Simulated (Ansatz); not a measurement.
# (12,0) C nanotube: bands by functional and under strain, part 2 of 4

What gap, if any, does the (12,0) C nanotube have, and how does it change with the functional and under strain?

Ansatz 0.2.0; DFT PBE, plane waves, PAW; relaxation of a wire's period (the session's first sound run).

So far. Step 2 (Relaxing the period): The cell's length comes to 4.272 Å with spin left out.

### 3. The perfect wire

This step: DFT PBE, plane waves, PAW; bands of a perfect wire (Ansatz 0.2.0).

At the relaxed period the bands are computed along the axis; those that cross an energy going forward count the channels that a perfect wire would open there.

Contents of input.yaml:

```yaml
crystal:
  lattice:
    - [16.195, 0.0, 0.0]
    - [0.0, 16.195, 0.0]
    - [0.0, 0.0, 4.2715307669]
  atoms:
    - { symbol: C, position: [0.20744307, 0.499989021, 0.000250557] }
    - { symbol: C, position: [0.246644166, 0.646256651, 0.000247764] }
    - { symbol: C, position: [0.246644166, 0.35372139, 0.000247764] }
    - { symbol: C, position: [0.35372139, 0.753333875, 0.000247764] }
    - { symbol: C, position: [0.35372139, 0.246644166, 0.000247764] }
    - { symbol: C, position: [0.499989021, 0.792534972, 0.000250557] }
    - { symbol: C, position: [0.499989021, 0.20744307, 0.000250557] }
    - { symbol: C, position: [0.646256651, 0.753333875, 0.000247764] }
    - { symbol: C, position: [0.646256651, 0.246644166, 0.000247764] }
    - { symbol: C, position: [0.753333875, 0.646256651, 0.000247764] }
    - { symbol: C, position: [0.753333875, 0.35372139, 0.000247764] }
    - { symbol: C, position: [0.792534972, 0.499989021, 0.000250557] }
    - { symbol: C, position: [0.20744307, 0.499989021, 0.333082777] }
    - { symbol: C, position: [0.246644166, 0.646256651, 0.333085569] }
    - { symbol: C, position: [0.246644166, 0.35372139, 0.333085569] }
    - { symbol: C, position: [0.35372139, 0.753333875, 0.333085569] }
    - { symbol: C, position: [0.35372139, 0.246644166, 0.333085569] }
    - { symbol: C, position: [0.499989021, 0.792534972, 0.333082777] }
    - { symbol: C, position: [0.499989021, 0.20744307, 0.333082777] }
    - { symbol: C, position: [0.646256651, 0.753333875, 0.333085569] }
    - { symbol: C, position: [0.646256651, 0.246644166, 0.333085569] }
    - { symbol: C, position: [0.753333875, 0.646256651, 0.333085569] }
    - { symbol: C, position: [0.753333875, 0.35372139, 0.333085569] }
    - { symbol: C, position: [0.792534972, 0.499989021, 0.333082777] }
    - { symbol: C, position: [0.217415673, 0.575703916, 0.500247797] }
    - { symbol: C, position: [0.217415673, 0.424274125, 0.500247797] }
    - { symbol: C, position: [0.293134494, 0.706843547, 0.50025045] }
    - { symbol: C, position: [0.293134494, 0.293134494, 0.50025045] }
    - { symbol: C, position: [0.424274125, 0.782562369, 0.500247797] }
    - { symbol: C, position: [0.424274125, 0.217415673, 0.500247797] }
    - { symbol: C, position: [0.575703916, 0.782562369, 0.500247797] }
    - { symbol: C, position: [0.575703916, 0.217415673, 0.500247797] }
    - { symbol: C, position: [0.706843547, 0.706843547, 0.50025045] }
    - { symbol: C, position: [0.706843547, 0.293134494, 0.50025045] }
    - { symbol: C, position: [0.782562369, 0.575703916, 0.500247797] }
    - { symbol: C, position: [0.782562369, 0.424274125, 0.500247797] }
    - { symbol: C, position: [0.217415673, 0.575703916, 0.833085536] }
    - { symbol: C, position: [0.217415673, 0.424274125, 0.833085536] }
    - { symbol: C, position: [0.293134494, 0.706843547, 0.833082883] }
    - { symbol: C, position: [0.293134494, 0.293134494, 0.833082883] }
    - { symbol: C, position: [0.424274125, 0.782562369, 0.833085536] }
    - { symbol: C, position: [0.424274125, 0.217415673, 0.833085536] }
    - { symbol: C, position: [0.575703916, 0.782562369, 0.833085536] }
    - { symbol: C, position: [0.575703916, 0.217415673, 0.833085536] }
    - { symbol: C, position: [0.706843547, 0.706843547, 0.833082883] }
    - { symbol: C, position: [0.706843547, 0.293134494, 0.833082883] }
    - { symbol: C, position: [0.782562369, 0.575703916, 0.833085536] }
    - { symbol: C, position: [0.782562369, 0.424274125, 0.833085536] }
kpoints:
  mp_grid: { grid: [1, 1, 19] }
  band_path: { path: ["Γ", Z], npoints: 50 }
scf:
  occupations: { method: fermi_dirac, width: 0.05 }
hamiltonian:
  xc: pbe
output:
  dos: { e_range: [-5, 4] }
  write_potential: true
  write_density: true
  volumetric_format: npy
  elf: true
```

Started as:

```sh
$ ansatz run input.yaml --threads 4 --pin off --max-ram 16384MiB --backend cpu --events-out ev --progress --plain --runs-dir out
```

Numbers of over 12 decimals in the logs are rounded to 6 here.

Log:

```text
[...]
Crystal: 48 atoms, lattice volume = 1120.329 Å³
Basis set: ecut = 420 eV, 21847 PW (Γ)
Bands: 144, of which v1, the nominal top of the filled ones, is band 96 counted from 1 (95 counted from 0)
Symmetry: 16 space group operations
[...]
k-points: 10 of 19
[...]
SCF iter   1: F=—  HF=-12040.970865 eV  |F-HF|=—  |Δ(HF+E_count)|=         —  Δρ=2.54e-3  dr2=1.25e-1  ethr=1.77e-3  ⟨swp⟩=13.6  Hψ=9492  notcnv=0  defer=211
[...]
SCF iter   6: F=-12040.973273 eV  HF=-12040.973273 eV  |F-HF|=6.11e-8  |Δ(HF+E_count)|=   5.61e-8  Δρ=1.76e-6  dr2=8.29e-8  ethr=5.21e-11  ⟨swp⟩=23.3  Hψ=11054  notcnv=0
SCF 1 converged in 6 iterations: F = -12040.973273 eV  dr2 = 8.29e-8
[...]
NSCF: frozen V_eff on 51 k-points
WARN: The output density's exchange-correlation potential varies sharply where the density is thin. Do not read a vacuum level from v_tot or v_xc, or from such a field of the output density. On a cell that repeats whose density bears no net charge and no dipole along the vacuum's axis use v_es (v_loc + v_h of the components); under efield.dipole_correction with no amplitude use v_es + v_field, which holds any externa [...]
SCF converged after 6 iterations
Free energy (F): -12040.973273 eV
[...]
Internal energy: -12040.959082 eV  (E = F + TS)
E sigma→0 (E₀):  -12040.966178 eV
Entropy (-TS):   -0.014191 eV (-0.296 meV/atom)
Fermi energy:    0.047958 eV
[...]
--- Band table (eV; the first three rows and the last of 10) ---
  k-point 0: bands = [... 92 lower, -0.9856, -0.9856, 0.0243, 0.0276, 0.0698, 0.0702, 0.8112, 0.8112, ... 44 higher]
  k-point 1: bands = [... 92 lower, -1.1352, -1.1352, -0.3713, -0.3697, 0.4580, 0.4603, 0.9653, 0.9653, ... 44 higher]
  k-point 2: bands = [... 92 lower, -1.2661, -1.2661, -0.7930, -0.7917, 0.8588, 0.8618, 1.3291, 1.3291, ... 44 higher]
  k-point 9: bands = [... 92 lower, -2.5892, -2.5892, -2.2111, -2.2094, 1.7981, 1.8064, 2.2922, 2.2922, ... 44 higher]
```

Run time: 3.4 min. Hardware: 4 threads of Arm Neoverse V1, shared host; peak memory 6.1 GiB.

Numbers from this step:

```yaml
band_gap: 0.04213 eV
```

Electronic bands along the path, in eV, zero at the Fermi level; v1 is the highest filled band, c1 the lowest empty one:

```
  point     v4     v3     v2     v1    c1    c2    c3    c4
      Γ  -1.03  -1.03  -0.02  -0.02  0.02  0.02  0.76  0.76
halfway  -1.99  -1.99  -1.69  -1.69  1.50  1.50  1.87  1.87
      Z  -2.75  -2.75  -2.26  -2.25  1.74  1.75  2.37  2.37
```

Electrostatic potential energy in the ca plane at fractional y = 0.207, with atoms of C within 0.2 Å of it. With pseudopotentials it is smooth inside the atoms' cores, unlike the true potential.

Ten even steps from '0' (-56 eV) to '9' (4 eV), each cell a mean:
```
99999999999999
99999999999999
99999999999999
99999999999999
99999999999999
99999999999999
99999999999999
88998899999998
67886688999887
88998632475225
78887521364114
02630037898851
24752246888753
88998510263003
88988754687446
67886789999987
99999999999999
99999999999999
99999999999999
99999999999999
99999999999999
99999999999999
99999999999999
99999999999999
```
Columns run along c (4.3 Å; values clipped at the 3rd and 97th percentile), rows up along a (16.2 Å). Atoms in or near the plane, at fractional coordinates: C at (0.00, 0.50), C at (0.33, 0.50), C at (0.50, 0.42), C at (0.50, 0.58), C at (0.83, 0.42), C at (0.83, 0.58).

ELF in the ca plane at fractional y = 0.207, with atoms of C within 0.2 Å of it. It is the smooth field of the valence electrons, not physical close to the nuclei.

Ten even steps from '0' (0.00) to '9' (0.87), each cell a mean:
```
00000000000000
00000000000000
00000000000000
00000000000000
00000000000000
00000122111121
32123443111244
77777764100367
77777896312589
63125875687568
73236874687568
36983576312586
56775797433698
62115753698347
74336996676689
77887885201478
66556663100356
21012333211233
00000011111111
00000000000000
00000000000000
00000000000000
00000000000000
00000000000000
```
Columns run along c (4.3 Å), rows up along a (16.2 Å). Atoms in or near the plane, at fractional coordinates: C at (0.00, 0.50), C at (0.33, 0.50), C at (0.50, 0.42), C at (0.50, 0.58), C at (0.83, 0.42), C at (0.83, 0.58).

Valence density in the ca plane at fractional y = 0.207, with atoms of C within 0.2 Å of it. It is the smooth field of the valence electrons, not physical close to the nuclei.

Ten even steps from '0' (0.0 e/Å³) to '9' (1.9 e/Å³), each cell a mean:
```
00000000000000
00000000000000
00000000000000
00000000000000
00000000000000
00000000000000
00000000000000
21112210000011
43334442111234
31112577666786
42123798767898
98889984211379
86567995322489
31113699888897
32123576444566
43333431000123
11111110000001
00000000000000
00000000000000
00000000000000
00000000000000
00000000000000
00000000000000
00000000000000
```
Columns run along c (4.3 Å), rows up along a (16.2 Å). Atoms in or near the plane, at fractional coordinates: C at (0.00, 0.50), C at (0.33, 0.50), C at (0.50, 0.42), C at (0.50, 0.58), C at (0.83, 0.42), C at (0.83, 0.58).

The gap is 0.0421 eV, with spin left out.

### 4. Levels at the same atoms, k-mesh 1×1×15

This step: DFT LDA, plane waves, PAW; bands of a perfect wire at the PBE geometry (Ansatz 0.2.0).

The atoms stay at the PBE geometry and the functional changes. At fixed atoms LDA and the gradient-corrected functionals usually give like bands; this run checks that. Against the first PBE run of this kind, the mesh along the wire has 15 points against 19.

Edit input.yaml of step 3 so:

```diff
@@ -55,3 +55,3 @@
 kpoints:
-  mp_grid: { grid: [1, 1, 19] }
+  mp_grid: { grid: [1, 1, 15] }
   band_path: { path: ["Γ", Z], npoints: 50 }
@@ -60,8 +60,2 @@
 hamiltonian:
-  xc: pbe
-output:
-  dos: { e_range: [-5, 4] }
-  write_potential: true
-  write_density: true
-  volumetric_format: npy
-  elf: true
+  xc: lda
```

Log:

```text
[...]
Crystal: 48 atoms, lattice volume = 1120.329 Å³
Basis set: ecut = 420 eV, 21847 PW (Γ)
Bands: 144, of which v1, the nominal top of the filled ones, is band 96 counted from 1 (95 counted from 0)
Symmetry: 16 space group operations
[...]
k-points: 8 of 15
[...]
SCF iter   1: F=—  HF=-11657.526824 eV  |F-HF|=—  |Δ(HF+E_count)|=         —  Δρ=3.88e-3  dr2=1.23e-1  ethr=1.77e-3  ⟨swp⟩=14.0  Hψ=7685  notcnv=0  defer=183
[...]
SCF iter   7: F=-11657.533991 eV  HF=-11657.533991 eV  |F-HF|=4.21e-9  |Δ(HF+E_count)|=   2.47e-8  Δρ=5.51e-7  dr2=5.71e-9  ethr=5.21e-11  ⟨swp⟩=4.0  Hψ=2462  notcnv=0
SCF 1 converged in 7 iterations: F = -11657.533991 eV  dr2 = 5.71e-9
[...]
SCF converged after 7 iterations
Free energy (F): -11657.533991 eV
[...]
Internal energy: -11657.516196 eV  (E = F + TS)
E sigma→0 (E₀):  -11657.525093 eV
Entropy (-TS):   -0.017795 eV (-0.371 meV/atom)
Fermi energy:    -0.233306 eV
[...]
--- Band table (eV; the first three rows and the last of 8) ---
  k-point 0: bands = [... 92 lower, -1.2619, -1.2619, -0.2582, -0.2551, -0.2102, -0.2098, 0.5190, 0.5190, ... 44 higher]
  k-point 1: bands = [... 92 lower, -1.4936, -1.4936, -0.7630, -0.7616, 0.2817, 0.2839, 0.7569, 0.7569, ... 44 higher]
  k-point 2: bands = [... 92 lower, -1.5931, -1.5931, -1.2973, -1.2963, 0.7805, 0.7835, 1.1183, 1.1183, ... 44 higher]
  k-point 7: bands = [... 92 lower, -2.8353, -2.8353, -2.4854, -2.4837, 1.4772, 1.4846, 1.9394, 1.9394, ... 44 higher]
```

Elapsed: 3.2 min, on 4 threads; peak memory 5.6 GiB.

This step gave:

| Property | Result |
| --- | --- |
| energy at zero smearing | -11657.5251 eV |
| band gap | 0.04492 eV |

The electronic bands at the labelled points (eV, zero at the Fermi level; v1 is the highest filled band, c1 the lowest empty one):

```
  point     v4     v3     v2     v1    c1    c2    c3    c4
      Γ  -1.03  -1.03  -0.02  -0.02  0.02  0.02  0.75  0.75
halfway  -1.99  -1.99  -1.68  -1.68  1.47  1.47  1.85  1.86
      Z  -2.75  -2.75  -2.25  -2.25  1.70  1.71  2.33  2.33
```

The gap is 0.0449 eV, against 0.0421 eV under PBE at the relaxed period.

### 5. Another level of theory, k-mesh 1×1×15

This step: DFT PBEsol, plane waves, PAW; bands of a perfect wire at the PBE geometry (Ansatz 0.2.0).

The atoms stay at the PBE geometry and the functional changes. At fixed atoms LDA and the gradient-corrected functionals usually give like bands; this run checks that. Against the first PBE run of this kind, the mesh along the wire has 15 points against 19.

Edit input.yaml of step 4 so:

```diff
@@ -60,2 +60,2 @@
 hamiltonian:
-  xc: lda
+  xc: pbesol
```

Log:

```text
[...]
Crystal: 48 atoms, lattice volume = 1120.329 Å³
Basis set: ecut = 420 eV, 21847 PW (Γ)
Bands: 144, of which v1, the nominal top of the filled ones, is band 96 counted from 1 (95 counted from 0)
Symmetry: 16 space group operations
[...]
k-points: 8 of 15
[...]
--- Band table (eV; the first three rows and the last of 8) ---
  k-point 0: bands = [... 92 lower, -1.0565, -1.0565, -0.0432, -0.0400, 0.0003, 0.0007, 0.7393, 0.7393, ... 44 higher]
  k-point 1: bands = [... 92 lower, -1.2880, -1.2880, -0.5530, -0.5516, 0.4978, 0.5001, 0.9778, 0.9778, ... 44 higher]
  k-point 2: bands = [... 92 lower, -1.3852, -1.3852, -1.0898, -1.0887, 1.0007, 1.0038, 1.3399, 1.3399, ... 44 higher]
  k-point 7: bands = [... 92 lower, -2.6327, -2.6327, -2.2830, -2.2814, 1.7127, 1.7203, 2.1760, 2.1760, ... 44 higher]
[key lines of the parts left out:]
SCF converged after 6 iterations
Free energy (F): -11836.724325 eV
Fermi energy:    -0.020545 eV
```

It took 3.1 min on 4 threads; peak memory 5.6 GiB; 12 min of CPU time.

The gap is 0.0404 eV, against 0.0421 eV under PBE at the relaxed period.

### 6. Another level of theory, cutoff 500 eV, k-mesh 1×1×15

This step: DFT r2SCAN, plane waves, PAW; bands of a perfect wire at the PBE geometry (Ansatz 0.2.0).

The atoms stay at the PBE geometry and the functional changes. r2SCAN also reads the kinetic-energy density; it often gives larger moments and wider gaps than PBE, at a higher cost. Against the first PBE run of this kind, the cutoff is 500 eV against 420 and the mesh along the wire has 15 points against 19.

Edit input.yaml of step 5 so:

```diff
@@ -60,2 +60,2 @@
 hamiltonian:
-  xc: pbesol
+  xc: r2scan
```

Log:

```text
[...]
Crystal: 48 atoms, lattice volume = 1120.329 Å³
Basis set: ecut = 500 eV, 28467 PW (Γ), exchange–correlation on 480×480×128 points (64 copies of the dense FFT grid, shifted against one another)
Bands: 144, of which v1, the nominal top of the filled ones, is band 96 counted from 1 (95 counted from 0)
Symmetry: 16 space group operations
[...]
k-points: 8 of 15
[...]
--- Band table (eV; the first three rows and the last of 8) ---
  k-point 0: bands = [... 92 lower, -1.0851, -1.0851, -0.0057, -0.0027, 0.0405, 0.0409, 0.8370, 0.8370, ... 44 higher]
  k-point 1: bands = [... 92 lower, -1.3286, -1.3286, -0.5485, -0.5472, 0.5717, 0.5739, 1.0894, 1.0894, ... 44 higher]
  k-point 2: bands = [... 92 lower, -1.4347, -1.4347, -1.1184, -1.1173, 1.1099, 1.1129, 1.4766, 1.4766, ... 44 higher]
  k-point 7: bands = [... 92 lower, -2.7565, -2.7565, -2.3929, -2.3914, 1.9013, 1.9091, 2.3865, 2.3865, ... 44 higher]
[key lines of the parts left out:]
SCF converged after 7 iterations
Free energy (F): -12074.697861 eV
Fermi energy:    0.018260 eV
```

Elapsed: 4.8 min, on 4 threads; peak memory 8.3 GiB.

The gap is 0.0432 eV, against 0.0421 eV under PBE at the relaxed period.

### 7. The series together

Times are for 4 threads of Arm Neoverse V1, shared host. Results by setting:

```
no.   level  band gap (eV)     time  memory (GiB)
  1     LDA        0.04492  3.2 min           5.6
  2  PBEsol        0.04038  3.1 min           5.6
  3  r2SCAN        0.04319  4.8 min           8.3
```

(Continued in part 3 of 4.)

[Logs are printed without paths, hosts, clocks, repeated set-up lines and the standing remarks that a program may print on its own settings, such as how far it seeks lower states.]

[Hosts, paths, dates, database ids (printed as entryN), source tags and the programs' standing remarks are cut or masked in the printed files.]
